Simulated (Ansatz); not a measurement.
The system is MnS.

```
CELL_PARAMETERS angstrom
1.83000 1.05655 2.97092
-1.83000 1.05655 2.97092
0.00000 -2.11310 2.97092
ATOMIC_POSITIONS crystal
Mn 0.00000 0.00000 0.00000
S 0.50000 0.50000 0.50000
```

The cell is a database's computed one.

Base run:

| Item | Value |
| --- | --- |
| Program | Ansatz 0.2.0 |
| Functional | LDA |
| Potentials or basis | Ansatz PAW |
| Cutoff | 420 eV (not typed: the program's choice for these potentials) |
| k mesh | 9 × 9 × 9 |
| Occupations | fermi-dirac, width 0.05 eV |
| Spin | collinear spin, ferromagnetic start |
| Starting moments | [4.0, 0.0] μB |
| Hubbard terms | Mn d U = 8 eV |

Its results: band gap on the k mesh 1.13 eV, indirect (least direct gap 3.11 eV); pressure 4.3 GPa; net moment 5.00 μB per cell; site moments Mn +4.54; S +0.06 μB.

Q: The run is repeated on the same cell with these changes: hubbard terms from Mn d U = 8 eV to none; hubbard projectors from ortho-atomic (the default) to none. What comes out?

A: Band gap on the k mesh none (metal or under the smearing width); pressure -11.0 GPa; net moment 4.49 μB per cell; site moments Mn +4.01; S +0.13 μB.

The U term pushes filled and empty states of the shell apart.

Caveats: a cell with one magnetic atom can't hold antiferromagnetic order, which such compounds often take; the PAW data sets come from PBE, with cores solved anew for the run's functional, which leaves a small shift of forces and pressure; the density of states is complete only up to the lowest level of the last band computed; the magnetic or orbital state may not be the lowest (some runs); odd divisions of the mesh miss points on the zone boundary, where band edges often lie, so the gap on the mesh can be too wide (some runs); semilocal functionals often make such compounds metallic where correlation or magnetic order opens a gap, which also shifts bond lengths (some runs).

A k mesh can miss the band edges.
